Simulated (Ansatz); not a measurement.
Space group P6/mmm (No. 191). a = 7.552 Å, b = 7.552 Å, c = 4.517 Å, α = 90.00°, β = 90.00°, γ = 120.00°
```
atom  site  symmetry       x       y       z
   K    1b     6/mmm  0.0000  0.0000  0.5000
   K    2c      -6m2  0.3333  0.6667  0.0000
```

Equation of state of this K structure (not necessarily the ground state), with shape and atoms relaxed at each volume where symmetry leaves them free. It has no gap at any of these volumes. All numbers below come from DFT PBE, scalar-relativistic, plane waves, PAW in Ansatz 0.2.0.

Cutoff 420 eV; k points 6×6×10 on the computed 3-atom cell (Γ-centred); Gaussian smearing, width 0.10 eV; no spin polarisation.

```tsv
V (Å³/atom)	E − E(largest V) (meV/atom)	P (GPa)
65.447	6.45	0.56
67.678	-0.06	0.39
69.909	-4.33	0.24
72.140	-6.65	0.11
74.372	-7.30	0.00
76.603	-6.49	-0.10
78.834	-4.43	-0.19
81.809	0.00	-0.28
```

**Question.** Fit a third-order Birch–Murnaghan equation, E = E0 + (9V0B0/16)·[(x − 1)³B0' + (x − 1)²(6 − 4x)] with x = (V0/V)^(2/3), to E(V).

**Answer.** V0 = 74.20 Å³/atom, B0 = 4 GPa, B0' = 3.8.

The cell was found from a structure generator's guess, not taken from experiment.
